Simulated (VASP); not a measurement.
# BrCs in VASP: a series of runs

Aim: see how the results for BrCs move with the level of theory and the settings. Levels: PBE, PBE+TS. Tasks: single point, relaxation of the atoms, atomic charges.

All numbers are computed with VASP 6.6.1; they aren't measurements. Logs are shortened: lines on timing, memory, paths and dates and some standing lists are left out, and cuts for length are marked.

**1. The molecule as given**

The cell holds a molecule in a box, 2 atoms: a = 9.000 Å, b = 9.000 Å, c = 13.000 Å, α = 90.00°, β = 90.00°, γ = 90.00°.

**2. Single point, PBE (atoms moved at random, drawn with an rms of 0.05 Å)**

INCAR

```
PREC     = Accurate       # precision mode
ENCUT    = 520            # plane-wave cutoff, eV
EDIFF    = 1E-7           # SCF threshold, eV
ISMEAR   = 0              # smearing method
SIGMA    = 0.01           # smearing width, eV
LREAL    = False          # projectors in reciprocal space
LASPH    = True           # aspherical terms in the spheres
NELM     = 60             # most SCF steps
ALGO     = Fast           # electronic algorithm
ISIF     = 2              # what is computed and relaxed
LWAVE    = False          # write WAVECAR
LCHARG   = True           # write CHGCAR
GGA      = PE             # functional
LELF     = True           # ELF
LVHAR    = True         
LVACPOTAV= True
```

KPOINTS

```
regular mesh
0
Gamma
  1 1 1
```

POSCAR

```
CsBr
1.0
    9.0000000000      0.0000000000      0.0000000000
    0.0000000000      9.0000000000      0.0000000000
    0.0000000000      0.0000000000     13.0000000000
Br Cs
1 1
Direct
    0.4979050000      0.4980350000      0.3848650000
    0.4987960000      0.5014990000      0.6214470000
```

Potentials or basis: VASP PAW PBE potentials, release 64 (Br, Cs_sv).

On the command line:

```
$ cat potpaw_PBE.64/Br/POTCAR potpaw_PBE.64/Cs_sv/POTCAR > POTCAR
$ mpirun -np 1 vasp_gam > vasp.out
```

OUTCAR:

```text
PREC = Accurate
   ENCUT = 520
   EDIFF = 1E-7
   ISMEAR = 0
   LREAL = False
   LASPH = True
   NELM = 60
   ISIF = 2
   GGA = PE

 ion  position               nearest neighbor table
   1  0.498  0.498  0.385-
   2  0.499  0.501  0.621-

  LATTYP: Found a simple tetragonal cell.
 ALAT       =     9.0000000000
 C/A-ratio  =     1.4444444444

  Lattice vectors:

 A1 = (   9.0000000000,   0.0000000000,   0.0000000000)
 A2 = (   0.0000000000,   9.0000000000,   0.0000000000)
 A3 = (   0.0000000000,   0.0000000000,  13.0000000000)

Analysis of symmetry for initial positions (statically):
=====================================================================
 Subroutine PRICEL returns:
 Original cell was already a primitive cell.

 Routine SETGRP: Setting up the symmetry group for a
 simple tetragonal supercell.

 Subroutine GETGRP returns: Found  1 space group operations
 (whereof  1 operations were pure point group operations)
 out of a pool of 16 trial point group operations.

The static configuration has the point symmetry C_1 .

Analysis of symmetry for dynamics (positions and initial velocities):
=====================================================================
 Subroutine PRICEL returns:
 Original cell was already a primitive cell.

 Routine SETGRP: Setting up the symmetry group for a
 simple tetragonal supercell.

 Subroutine GETGRP returns: Found  1 space group operations
 (whereof  1 operations were pure point group operations)
 out of a pool of 16 trial point group operations.

The dynamic configuration has the point symmetry C_1 .

 Subroutine INISYM returns: Found  1 space group operations
 (whereof  1 operations are pure point group operations),
 and found     1 'primitive' translations

----------------------------------------------------------------------------------------

                                     Primitive cell

  volume of cell :    1053.0000

  direct lattice vectors                    reciprocal lattice vectors
     9.000000000  0.000000000  0.000000000     0.111111111  0.000000000  0.000000000
     0.000000000  9.000000000  0.000000000     0.000000000  0.111111111  0.000000000
     0.000000000  0.000000000 13.000000000     0.000000000  0.000000000  0.076923077

  length of vectors
     9.000000000  9.000000000 13.000000000     0.111111111  0.111111111  0.076923077

  position of ions in fractional coordinates (direct lattice)
     0.497905000  0.498035000  0.384865000
     0.498796000  0.501499000  0.621447000

  ion indices of the primitive-cell ions
   primitive index   ion index
                 1           1
                 2           2

----------------------------------------------------------------------------------------

 KPOINTS: regular mesh

Automatic generation of k-mesh.
 Grid dimensions read from file:
 generate k-points for:    1    1    1

 Generating k-lattice:

  Cartesian coordinates                     Fractional coordinates (reciprocal lattice)
     0.111111111  0.000000000  0.000000000     1.000000000  0.000000000  0.000000000
     0.000000000  0.111111111  0.000000000     0.000000000  1.000000000  0.000000000
     0.000000000  0.000000000  0.076923077     0.000000000  0.000000000  1.000000000

  Length of vectors
     0.111111111  0.111111111  0.076923077

  Shift w.r.t. Gamma in fractional coordinates (k-lattice)
     0.000000000  0.000000000  0.000000000

 Subroutine IBZKPT returns following result:
 ===========================================

 Found      1 irreducible k-points:

 Following reciprocal coordinates:
            Coordinates               Weight
  0.000000  0.000000  0.000000      1.000000
   k-points           NKPTS =      1   k-points in BZ     NKDIM =      1   number of bands    NBANDS=     12
   number of dos      NEDOS =    301   number of ions     NIONS =      2
   total plane-waves  NPLWV = 480200
   dimension x,y,z NGX =    70 NGY =   70 NGZ =   98
   dimension x,y,z NGXF=   140 NGYF=  140 NGZF=  196
   ions per type =               1   1
   NGX,Y,Z   is equivalent  to a cutoff of  12.93, 12.93, 12.53 a.u.
   NGXF,Y,Z  is equivalent  to a cutoff of  25.86, 25.86, 25.06 a.u.
 SYSTEM =  unknown system
   PREC   = accura    normal or accurate (medium, high low for compatibility)
   ISTART =      0    job   : 0-new  1-cont  2-samecut
   ICHARG =      2    charge: 1-file 2-atom 10-const
   ISPIN  =      1    spin polarized calculation?
   LNONCOLLINEAR =      F non collinear calculations
   LSORBIT =      F    spin-orbit coupling
   LASPH  =      T    aspherical Exc in radial PAW
   ENCUT  =  520.0 eV  38.22 Ry    6.18 a.u.  16.73 16.73 24.17*2*pi/ulx,y,z
   NELM   =     60;   NELMIN=  2; NELMDL= -5     # of ELM steps
   EDIFF  = 0.1E-06   stopping-criterion for ELM
   LREAL  =      F    real-space projection
   EDIFFG = 0.1E-05   stopping-criterion for IOM
   NSW    =      0    number of steps for IOM
   IBRION =     -1    ionic relax: 0-MD 1-quasi-New 2-CG
   NFREE  =      0    steps in history (QN), initial steepest desc. (CG)
   ISIF   =      2    stress and relaxation
   ISYM   =      2    0-nonsym 1-usesym 2-fastsym
   POTIM  = 0.5000    time-step for ionic-motion
   TEBEG  =    0.0;   TEEND  =   0.0 temperature during run
   PSTRESS=    0.0 pullay stress
   NELECT =      16.0000    total number of electrons
   NUPDOWN=      -1.0000    fix difference up-down
   EMIN   =  10.00;   EMAX   =-10.00  energy-range for DOS
   EFERMI =   0.00;   METHOD = LEGACY
   ISMEAR =     0;   SIGMA  =   0.01  broadening in eV -4-tet -1-fermi 0-gaus
   EFERMI_NEDOS =   21; number of points for ismear=-14 and -15
   IALGO  =     68    algorithm
   IMIX   =      4    mixing-type and parameters
     AMIX     =   0.40;   BMIX     =  1.00
     AMIX_MAG =   1.60;   BMIX_MAG =  1.00
  volume/ion in A,a.u.               =     526.50      3553.00
  Fermi-wavevector in a.u.,A,eV,Ry     =   0.405482  0.766251  2.237015  0.164416
  Thomas-Fermi vector in A             =   1.357813
   LORBIT       =      0    0 simple, 1 ext, 2 COOP (PROOUT), +10 PAW based schemes
   GGA     = PE    functional components
   LHFCALC =     F    Hartree Fock is set to
   AEXX    =    0.0000 exact exchange contribution
   IVDW    =     0    specifies the selected vdW correction
   LEPSILON=     F    determine dielectric tensor
   LRPA    =     F    only Hartree local field effects (RPA)
 non-spin polarized calculation
 RMM-DIIS sequential band-by-band and
 Gauss-broadening in eV      SIGMA  =   0.01
  energy-cutoff  :      520.00
  volume of cell :     1053.00
 maximum number of plane-waves:     14183
 NGX is ok and might be reduce to    70
   NGX = 33   NGY = 33   NGZ = 49

 number of electron      16.0000001 magnetization

 Free energy of the ion-electron system (eV)
  ---------------------------------------------------
  ext. energy  EPLUGINS =         0.00000000
  ---------------------------------------------------
  free energy    TOTEN  =        -4.45217960 eV

  energy without entropy =       -4.45217960  energy(sigma->0) =       -4.45217960

 E-fermi :  -4.1750     XC(G=0):  -1.3106

 val. band max:       -4.2343385107   @ k =   0.0000   0.0000   0.0000
 cond. band min:      -1.4233565408   @ k =   0.0000   0.0000   0.0000
 fundamental gap:      2.8109819699
 Fermi energy:        -4.1750000918

 k-point     1 :       0.0000    0.0000    0.0000
  band No.  band energies     occupation
      1     -26.2117      2.00000
      2     -16.1455      2.00000
      3     -13.0925      2.00000
      4     -13.0925      2.00000
      5     -12.8213      2.00000
      6      -4.3778      2.00000
      7      -4.2343      2.00000
      8      -4.2343      2.00000
      9      -1.4234      0.00000
     10       0.0347      0.00000
     11       0.0719      0.00000
     12       0.7555      0.00000

------------------------ aborting loop because EDIFF is reached ----------------------------------------

  FORCE on cell =-STRESS in cart. coord.  units (eV):
  Direction    XX          YY          ZZ          XY          YZ          ZX
  --------------------------------------------------------------------------------------
  -------------------------------------------------------------------------------------
  Total        0.2265204      0.2265595     -0.3836282      0.0001239      0.0042234      0.0011772
  in kB        0.3446589      0.3447185     -0.5837041      0.0001885      0.0064260      0.0017911
  external PRESSURE =       0.0352244 kB  Pullay stress =       0.0000000 kB

 VOLUME and BASIS-vectors are now :
 -----------------------------------------------------------------------------
  energy-cutoff  :      520.00
  volume of cell :     1053.00
      direct lattice vectors                 reciprocal lattice vectors
     9.000000000  0.000000000  0.000000000     0.111111111  0.000000000  0.000000000
     0.000000000  9.000000000  0.000000000     0.000000000  0.111111111  0.000000000
     0.000000000  0.000000000 13.000000000     0.000000000  0.000000000  0.076923077

 POSITION                                       TOTAL-FORCE (eV/Angst)
 -----------------------------------------------------------------------------------
      4.48115      4.48232      5.00324        -0.000294     -0.001151     -0.008782
      4.48916      4.51349      8.07881         0.000294      0.001151      0.008782
 -----------------------------------------------------------------------------------
    total drift:                                0.000305      0.000068      0.000251

  FREE ENERGIE OF THE ION-ELECTRON SYSTEM (eV)
  ---------------------------------------------------
  free  energy   TOTEN  =        -4.4521795989 eV

  energy  without entropy=       -4.4521795989  energy(sigma->0) =       -4.45217960
```

It took 82 s on 1 thread of Intel Xeon Platinum 8559C (Emerald Rapids), shared host; peak memory 0.91 GiB.

What came out:

```
Free energy                     : -4.4522 eV
Largest force                   : 0.009 eV/Å
Gap between the frontier levels : 2.81 eV
```

Forces in eV/Å, atoms in the order of the input:
```
Br   0.000 -0.001 -0.009
Cs   0.000  0.001  0.009
```

Levels at points of the mesh, in eV from the valence-band top:
```
           k point  band 6  band 7  band 8  band 9  band 10  band 11
(0.00, 0.00, 0.00)   -0.14    0.00    0.00    2.81     4.27     4.31
```

Caveat: spin-orbit coupling is left out, which moves the levels of the heavy elements.

**3. Relaxation of the atoms, PBE (atoms moved at random, drawn with an rms of 0.02 Å)**

INCAR

```
SYSTEM = CsBr
ALGO = Normal
EDIFF = 1E-6
EDIFFG = -0.01
ENCUT = 520
GGA = PE
IBRION = 2
ISIF = 2
ISMEAR = 0
LASPH = .True.
LCHARG = .False.
LREAL = .False.
LWAVE = .False.
NELM = 60
NSW = 60
PREC = Accurate
SIGMA = 0.01
```

KPOINTS

```
k-points
0
Gamma
  1 1 1
  0 0 0
```

POSCAR

```
CsBr
1.0
    9.0000000000      0.0000000000      0.0000000000
    0.0000000000      9.0000000000      0.0000000000
    0.0000000000      0.0000000000     13.0000000000
Br Cs
1 1
Direct
    0.5002440000      0.5008670000      0.3853120000
    0.5001400000      0.5010770000      0.6187280000
```

Potentials or basis: VASP PAW PBE potentials, release 64 (Br, Cs_sv).

On the command line:

```
$ cat potpaw_PBE.64/Br/POTCAR potpaw_PBE.64/Cs_sv/POTCAR > POTCAR
$ mpirun -np 1 vasp_gam > vasp.out
```

Run time: 2.1 min. Hardware: 1 thread of Intel Xeon Platinum 8559C (Emerald Rapids), shared host; peak memory 0.95 GiB.

It converged, with:

- Free energy: -4.4522 eV
- Energy gained by relaxing: 1.9 meV/atom
- Ionic steps: 3
- Largest force after relaxing: 0.005 eV/Å
- Gap between the frontier levels: 2.80 eV

Forces in eV/Å, atoms in the order of the input:
```
Br   0.000  0.000  0.005
Cs   0.000  0.000 -0.005
```

The path:
| step | energy change (eV) | largest force (eV/Å) | pressure (GPa) |
| --- | --- | --- | --- |
| 1 | 0.0000 | 0.1801 | 0.03 |
| 2 | -0.0025 | 0.1051 | 0.02 |
| 3 | -0.0038 | 0.0046 | 0.00 |

Final structure:
```cif
data_structure
_symmetry_space_group_name_H-M 'P 1'
_symmetry_Int_Tables_number 1
_cell_length_a 9.0000
_cell_length_b 9.0000
_cell_length_c 13.0000
_cell_angle_alpha 90.000
_cell_angle_beta 90.000
_cell_angle_gamma 90.000
_cell_volume 1053.00
loop_
_atom_site_label
_atom_site_type_symbol
_atom_site_fract_x
_atom_site_fract_y
_atom_site_fract_z
_atom_site_occupancy
Br1 Br 0.50025 0.50086 0.38359 1
Cs1 Cs 0.50014 0.50108 0.62045 1
```

Levels at points of the mesh, in eV from the valence-band top:
| k point | band 4 | band 5 | band 6 | band 7 | band 8 | band 9 | band 10 | band 11 | band 12 |
| --- | --- | --- | --- | --- | --- | --- | --- | --- | --- |
| (0.00, 0.00, 0.00) | -8.87 | -8.60 | -0.15 | 0.00 | 0.00 | 2.80 | 4.26 | 4.30 | 4.55 |

Caveat: spin-orbit coupling is left out, which moves the levels of the heavy elements.

**4. Atomic charges, PBE+TS**

INCAR

```
SYSTEM = CsBr
PREC = Accurate ; ENCUT = 520
EDIFF = 1E-6 ; ISMEAR = 0
SIGMA = 0.01 ; LREAL = .FALSE.
LASPH = .TRUE. ; NELM = 80
ALGO = Normal ; ISIF = 2
LWAVE = .FALSE. ; LCHARG = .FALSE.
GGA = PE ; IVDW = 2
LORBIT = 11
```

KPOINTS

```
regular mesh
0
G
  1 1 1
  0 0 0
```

POSCAR

```
CsBr
1.0
    9.0000000000      0.0000000000      0.0000000000
    0.0000000000      9.0000000000      0.0000000000
    0.0000000000      0.0000000000     13.0000000000
Br Cs
1 1
Direct
    0.5014444400      0.5023333300      0.3844518800
    0.5014444400      0.5023333300      0.6207788800
```

On the command line:

```
$ cat potpaw_PBE.64/Br/POTCAR potpaw_PBE.64/Cs_sv/POTCAR > POTCAR
$ mpirun -np 1 vasp_gam > vasp.out
```

It took 68 s on 1 thread of Intel Xeon Platinum 8559C (Emerald Rapids), shared host; peak memory 0.84 GiB.

It converged, with:

| Property | Result |
| --- | --- |
| Free energy | -4.4754 eV |
| Largest force | 0.077 eV/Å |
| Gap between the frontier levels | 2.82 eV |
| Valence electrons inside the program's atomic spheres | Br 4.87; Cs 6.57 |
| Hirshfeld charges | Br -0.58; Cs +0.58 e |
| Dispersion energy per atom | -0.012 eV |

Forces in eV/Å, atoms in the order of the input:
```
Br   0.000  0.000 -0.077
Cs   0.000  0.000  0.077
```

Levels at points of the mesh, in eV from the valence-band top:
```
           k point  band 4  band 5  band 6  band 7  band 8  band 9  band 10  band 11  band 12
(0.00, 0.00, 0.00)   -8.85   -8.58   -0.14    0.00    0.00    2.82     4.27     4.31     4.56
```

Caveat: spin-orbit coupling is left out, which moves the levels of the heavy elements.

**5. The runs side by side**

| task | level | cell | gap on the mesh (eV) | largest force (eV/Å) |
| --- | --- | --- | --- | --- |
| single point | PBE | atoms moved at random, drawn with an rms of 0.05 Å | 2.81 | 0.01 |
| relaxation of the atoms | PBE | atoms relaxed from: atoms moved at random, drawn with an rms of 0.02 Å | 2.80 | - |
| atomic charges | PBE+TS | as given | 2.82 | 0.08 |

Alike in all rows: potentials or basis VASP PAW PBE potentials, release 64 (Br, Cs_sv); no spin polarisation; k mesh 1 × 1 × 1; cutoff (eV) 520; smearing gaussian 0.01 eV.

Caveats: spin-orbit coupling is left out, which moves the levels of the heavy elements.

Absolute energies hang on the potentials; compare differences alone.
